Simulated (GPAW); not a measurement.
The system is Yb.

```
CELL_PARAMETERS angstrom
0.00000 2.74310 2.74310
2.74310 0.00000 2.74310
2.74310 2.74310 0.00000
ATOMIC_POSITIONS crystal
Yb 0.00000 0.00000 0.00000
```

Base run:

| Item | Value |
| --- | --- |
| Program | GPAW 26.7.0 |
| Functional | LDA |
| Potentials or basis | the program's PAW data sets (release 1.2.1) made for this functional |
| Cutoff | 800 eV |
| Basis | pw |
| k mesh | 8 × 8 × 8 |
| Occupations | fermi-dirac, width 0.05 eV |
| Spin | collinear spin, ferromagnetic start |
| Starting moments | [1.0] μB |

Its results: band gap on the k mesh none (metal or under the smearing width); pressure -4.4 GPa; net moment 0.00 μB per cell.

Question: The run is repeated on the same cell with these changes: functional from LDA to PBE; potentials or basis from the program's PAW data sets (release 1.2.1) made for this functional to GPAW PAW data sets (gpaw-data 1.2.1). What comes out?

Answer: Band gap on the k mesh none (metal or under the smearing width); pressure -2.1 GPa; net moment 0.00 μB per cell.

Caveats: one-centre terms of the f shell are cut off; spin-orbit coupling is left out, which moves the levels of the heavy elements.
